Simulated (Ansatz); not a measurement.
In:

```xyz
1
Lattice="-1.6255 1.6255 2.4737 1.6255 -1.6255 2.4737 1.6255 1.6255 -2.4737" Properties=species:S:1:pos:R:3 pbc="T T T"
In    0.0000    0.0000    0.0000
```

Base run:

```yaml
Program: Ansatz 0.2.0
Functional: PBE
Potentials_or_basis: all-electron LAPW, scalar-relativistic
Cutoff: 179 eV
Density_cutoff: 716 eV
Basis_error_allowed: 0.001 eV/atom
k_mesh: 11 × 11 × 11
Occupations: fermi-dirac, width 0.05 eV
Spin: no spin polarisation
```

Its results: pressure 2.0 GPa.

Question: After a change of settings the same cell gave: pressure -2.5 GPa. Which change was it?
A. functional from PBE to PBEsol; k mesh from 11 × 11 × 11 to 8 × 8 × 8
B. functional from PBE to PBEsol; potentials or basis from all-electron LAPW, scalar-relativistic to all-electron LAPW, non-relativistic
C. functional from PBE to PBEsol
D. functional from PBE to LDA

Answer: D.

LDA binds more tightly than PBE, so the same cell stands under less pressure.

Not every run made on this cell is shown here.
